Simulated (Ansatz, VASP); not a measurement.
TaN: VASP beside Ansatz

```
Ta N
1.0
     0.00000    2.17900    2.17900
     2.17900    0.00000    2.17900
     2.17900    2.17900    0.00000
Ta N
1 1
Direct
  0.50000 0.50000 0.50000
  0.00000 0.00000 0.00000
```

Alike in both runs: task single point; functional PBE; k mesh 7 × 7 × 7; occupations gaussian, width 0.05 eV; collinear spin.

```csv
,VASP,Ansatz
version,VASP 6.6.1,Ansatz 0.2.0
potentials or method,"VASP PAW PBE potentials, release 64 (Ta_pv, N), cutoff 520 eV","all-electron LAPW, scalar-relativistic"
```

```csv
,VASP,Ansatz,Ansatz less VASP
gap on the k mesh at the Fermi level (eV),none,none,-
pressure (GPa),15.3,14.4,-0.90
net moment per atom (μB),0.00,0.00,0.000
```

A gap of «none» marks a metal or a gap that the smearing closes. Ansatz ran all-electron here, so the differences hold the error of VASP's frozen core and of both bases.

Caveats: so large a pressure means that the cell lies far from this level's equilibrium, or that cutoff or potentials fall short (VASP); the k mesh is thin for a metal, which can move the energy by tens of meV per atom (Ansatz); the starting moments weren't kept (Ansatz). Spin-orbit coupling is left out, which matters for the levels of Ta.
